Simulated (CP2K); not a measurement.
Here is a CP2K 2026.2 calculation.

The input tio2_scf.inp:

```
&GLOBAL
  PROJECT tio2_scf
  RUN_TYPE ENERGY_FORCE
  PRINT_LEVEL LOW
&END GLOBAL
&FORCE_EVAL
  METHOD QS
  STRESS_TENSOR ANALYTICAL
  &DFT
    BASIS_SET_FILE_NAME BASIS_MOLOPT_UZH
    POTENTIAL_FILE_NAME POTENTIAL_UZH
    &MGRID
      CUTOFF 850
      REL_CUTOFF 60
      NGRIDS 4
    &END MGRID
    &QS
      METHOD GPW
      EPS_DEFAULT 1.0E-9
    &END QS
    &KPOINTS
      SCHEME MONKHORST-PACK 6 6 4
      GAMMA_CENTERED T
      SYMMETRY T
      SYMMETRY_BACKEND SPGLIB
    &END KPOINTS
    &SCF
      SCF_GUESS ATOMIC
      EPS_SCF 1.0E-6
      MAX_SCF 100
      ADDED_MOS 42
      CHOLESKY OFF
      EPS_EIGVAL 1.0E-7
      &DIAGONALIZATION ON
        ALGORITHM STANDARD
      &END DIAGONALIZATION
      &MIXING ON
        METHOD BROYDEN_MIXING
        ALPHA 0.4
        BETA 1.5
        NBUFFER 8
      &END MIXING
      &SMEAR ON
        METHOD FERMI_DIRAC
        ELECTRONIC_TEMPERATURE [K] 580.226
      &END SMEAR
    &END SCF
    &XC
      &XC_FUNCTIONAL
        &GGA_X_LV_RPW86
        &END GGA_X_LV_RPW86
        &LDA_C_PW
        &END LDA_C_PW
      &END XC_FUNCTIONAL
      &VDW_POTENTIAL
        POTENTIAL_TYPE NON_LOCAL
        &NON_LOCAL
          TYPE DRSLL
          KERNEL_FILE_NAME vdW_kernel_table.dat
          CUTOFF 150
        &END NON_LOCAL
      &END VDW_POTENTIAL
    &END XC
    &PRINT
      &KPOINTS ON
      &END KPOINTS
      &MULLIKEN ON
      &END MULLIKEN
      &MO ON
        ENERGIES T
        OCCUPATION_NUMBERS T
        &EACH
          QS_SCF 0
        &END EACH
        ADD_LAST NUMERIC
      &END MO
    &END PRINT
  &END DFT
  &SUBSYS
    &CELL
      A 6.4353683548 0.0000000000 0.0000000000
      B 5.3328817853 3.6019908004 0.0000000000
      C -1.8438887883 -0.5643719647 6.3289668713
      PERIODIC XYZ
    &END CELL
    &COORD
      SCALED
      Ti  0.9000710000 0.9000710000 0.2896020000
      Ti  0.1952860000 0.1952860000 0.2837620000
      Ti  0.0999290000 0.0999290000 0.7103980000
      Ti  0.8047140000 0.8047140000 0.7162380000
      O   0.3619310000 0.3619310000 0.2933970000
      O   0.2634885000 0.2634885000 0.6525000000
      O   0.8671885000 0.8671885000 0.9952910000
      O   0.7365115000 0.7365115000 0.3475000000
      O   0.9416475000 0.9416475000 0.6300210000
      O   0.1328115000 0.1328115000 0.0047090000
      O   0.6380690000 0.6380690000 0.7066030000
      O   0.0583525000 0.0583525000 0.3699790000
    &END COORD
    &KIND Ti
      BASIS_SET DZVP-MOLOPT-PBE-GTH-q12
      POTENTIAL GTH-PBE-q12
    &END KIND
    &KIND O
      BASIS_SET DZVP-MOLOPT-PBE-GTH-q6
      POTENTIAL GTH-PBE-q6
    &END KIND
    &PRINT
      &ATOMIC_COORDINATES ON
      &END ATOMIC_COORDINATES
      &CELL ON
      &END CELL
    &END PRINT
  &END SUBSYS
  &PRINT
    &FORCES ON
    &END FORCES
    &STRESS_TENSOR ON
    &END STRESS_TENSOR
  &END PRINT
&END FORCE_EVAL
```

Potentials or basis: POTENTIAL_UZH Ti GTH-PBE-q12, O GTH-PBE-q6; DZVP-MOLOPT-PBE-GTH basis.

Launch:

```console
$ OMP_NUM_THREADS=1 cp2k.psmp -i tio2_scf.inp -o tio2_scf.out
```

Problem. Predict the largest force.

Solution. 0.091 eV/Å.

Problem. What does it give for the band gap on the k mesh?

Solution. 2.71 eV, indirect (least direct gap 2.88 eV).

Problem. Predict the Mulliken charges.

Solution. Ti +1.04, +1.05; O -0.52, -0.62, -0.42, -0.54 e.

Forces on the atoms (eV/Å):
```
Ti  -0.047 -0.014  0.030
Ti   0.003  0.001 -0.070
Ti   0.047  0.014 -0.030
Ti  -0.003 -0.001  0.070
O   -0.068 -0.021  0.013
O   -0.018 -0.006 -0.027
O   -0.086 -0.026  0.015
O    0.018  0.006  0.027
O    0.022  0.007 -0.061
O    0.086  0.026 -0.015
O    0.068  0.021 -0.013
O   -0.022 -0.007  0.061
```

Caveat: the potentials were made for another functional, which shifts forces and pressure; the basis of atomic orbitals isn't converged, which shifts pressures, moduli and gaps. A k mesh can miss the band edges.
